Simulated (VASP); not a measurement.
Crystal: KI.

```
I K
1.0
     0.00000    3.53277    3.53277
     3.53277    0.00000    3.53277
     3.53277    3.53277    0.00000
I K
1 1
Cartesian
  3.5328 3.5328 3.5328
  0.0000 0.0000 0.0000
```

| Quantity | Value |
| --- | --- |
| Program | VASP 6.6.1 |
| Task | relaxation of cell and atoms |
| Functional | PBE |
| Potentials or basis | VASP PAW PBE potentials, release 64 (I, K_sv) |
| Cutoff | 600 eV |
| k mesh | 7 × 7 × 7 |
| Occupations | fermi-dirac, width 0.05 eV |
| Spin | no spin polarisation |

At the start: pressure 0.6 GPa; volume 44.09 Å³/atom.

Q: Where does the relaxation end?

A: Over 4 steps the energy falls by 4.3 meV/atom and the volume is 46.42 Å³/atom (+5.3 %); space group Fm-3m (No. 225, to 0.05 Å).

Step by step:
| step | energy change (eV) | largest force (eV/Å) | pressure (GPa) | volume (Å³) |
| --- | --- | --- | --- | --- |
| 1 | 0.0000 | 0.0000 | 0.62 | 88.18 |
| 2 | -0.0063 | 0.0000 | 0.31 | 90.37 |
| 3 | -0.0085 | 0.0000 | -0.04 | 93.17 |
| 4 | -0.0086 | 0.0000 | 0.00 | 92.85 |

Final structure:
```
I K
1.0
     0.00000    3.59399    3.59399
     3.59399    0.00000    3.59399
     3.59399    3.59399    0.00000
I K
1 1
Direct
  0.50000 0.50000 0.50000
  0.00000 0.00000 0.00000
```
